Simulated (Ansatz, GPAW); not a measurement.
Given: the input of a run of GPAW 26.7.0 (ASE script) on Pb (Lead). 

File run.py:

```python
from ase.dft.bandgap import bandgap
from ase.io import read, write
from ase.units import Bohr, GPa
from gpaw import GPAW, PW
from gpaw.elf import elf_from_dft_calculation

atoms = read('POSCAR')

calc = GPAW(mode=PW(600),
            xc='PBE',
            kpts={'size': (9, 9, 9), 'gamma': True},
            occupations={'name': 'methfessel-paxton', 'order': 0, 'width': 0.02},
            nbands=14,
            convergence={'density': 1e-05, 'energy': 1e-05},
            maxiter=150,
            txt='gpaw.txt')
atoms.calc = calc
energy = atoms.get_potential_energy()
forces = atoms.get_forces()
stress = atoms.get_stress()
calc.write('gs.gpw')
write('result.traj', atoms)
print(f'Energy: {energy:.6f} eV')
print('Forces (eV/A):')
print(forces.round(4))
print('Stress (GPa):', (stress / GPa).round(3))
print('Fermi level:', round(calc.get_fermi_level(), 4), 'eV')
print(f'Gap: {bandgap(calc)[0]:.4f} eV, direct: {bandgap(calc, direct=True)[0]:.4f} eV')

# fields on the real-space grid
write('density.cube', atoms, data=calc.get_pseudo_density() * Bohr**3)
write('potential.cube', atoms, data=calc.get_electrostatic_potential())
write('elf.cube', atoms, data=elf_from_dft_calculation(calc).data)
```

File POSCAR:

```
Pb
1.0
    0.0000000000      2.4750200000      2.4750200000
    2.4750200000      0.0000000000      2.4750200000
    2.4750200000      2.4750200000      0.0000000000
Pb
1
Direct
    0.0000000000      0.0000000000      0.0000000000
```

Potentials or basis: GPAW PAW data sets (gpaw-data 1.2.1), pw.

Launch:

```console
$ OMP_NUM_THREADS=1 python run.py
```

Q: Translate it to Ansatz 0.2.0. Potentials or basis there: all-electron LAPW, scalar-relativistic.

A: As run (cutoffs and basis follow the program's own potentials, and thresholds, step limits or extra output files can differ):

File input.yaml:

```yaml
crystal:
  lattice:
    - [0.0, 2.47502, 2.47502]
    - [2.47502, 0.0, 2.47502]
    - [2.47502, 2.47502, 0.0]
  atoms:
    - { symbol: Pb, position: [0.0, 0.0, 0.0] }
kpoints:
  mp_grid: { grid: [9, 9, 9] }
scf:
  occupations: { method: gaussian, width: 0.02 }
hamiltonian:
  xc: pbe
  pseudopotentials: { kind: all_electron, lapw: { basis_error: 0.001 } }
output:
  forces: true
  stress: true
  eigenvalues: true
```

Potentials or basis: all-electron LAPW, scalar-relativistic.

Command:

```console
$ ansatz run input.yaml --threads 1 --pin off --max-ram 3072MiB --backend cpu --events-out ev --progress --plain --runs-dir out
```

Both were run:

|  | GPAW | Ansatz |
| --- | --- | --- |
| Pressure | 2.0 GPa | 2.3 GPa |

Where Ansatz's input types no cutoff or centring, it takes its own default and a Γ-centred mesh.

Pressure is positive in compression.
